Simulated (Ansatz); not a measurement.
We consider cubic perovskite BaSnO3, described by PBE-D3(BJ) in Ansatz (PAW).

Run with plane-wave cutoff 520 eV, 8×8×8 k mesh, Fermi–Dirac smearing 0.01 eV, scalar-relativistic PAW data made under PBE.

Pressure at four volumes; x = ln(V/14.288 Å³). One pressure is withheld.

```tsv
V (Å³/atom)	x	P (GPa)
13.431	-0.0619	?
13.716	-0.0409	6.37
14.288	0.0000	-0.01
15.145	0.0583	-7.10
```

Pass a parabola P(x) through the three rows shown, estimate the bulk modulus and its pressure derivative near zero pressure, and predict the withheld pressure.

Slopes between the rows: (-0.01 − (6.37))/(0.0000 − (-0.0409)) = -155.99 and (-7.10 − (-0.01))/(0.0583 − (0.0000)) = -121.61 GPa. Their difference over the span 0.0992 is c = 34.38/0.0992 = 346.6 GPa, so P(x) = 6.37 + (-155.99)(x − (-0.0409)) + 346.6 (x − (-0.0409))(x − (0.0000)). At the middle row B = −dP/dx = −[-155.99 + 346.6 × 0.0409] = 141.8 GPa, and B′ = dB/dP = 2c/B = 4.9. At x = -0.0619 the parabola gives 10.10 GPa; the run gives 10.17 GPa. The Birch–Murnaghan fit to the energies at all volumes has B0 = 141 GPa and B′ = 5.0.

Spin–orbit coupling is not included.

Ansatz is a quantum-chemistry and plane-wave program.
